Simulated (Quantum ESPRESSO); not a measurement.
Crystal: P.

```
P
1.0
     1.64774   -5.46504    0.00000
     1.64774    5.46504    0.00000
     0.00000    0.00000    4.54364
P
4
Direct
  0.90414 0.09586 0.58882
  0.09586 0.90414 0.41118
  0.59586 0.40414 0.08882
  0.40414 0.59586 0.91118
```

Base run:

```yaml
Program: Quantum ESPRESSO 7.5
Functional: B86bPBE
Potentials_or_basis: PseudoDojo 0.4.1 SR PBE standard
Cutoff: 599 eV
Density_cutoff: 2395 eV
k_mesh: 8 × 8 × 6
Occupations: fermi-dirac, width 0.05 eV
Spin: no spin polarisation
```

Its results: band gap on the k mesh 0.11 eV, direct; pressure 2.6 GPa; largest force 0.359 eV/Å.

Problem. The run is repeated on the same cell with these changes: functional from B86bPBE to HCTH. What comes out?

Solution. Band gap on the k mesh 0.25 eV, direct; pressure 3.0 GPa; largest force 0.018 eV/Å.

Caveats: the potentials were made for another functional, which shifts forces and pressure; some levels on the path didn't converge (some runs).
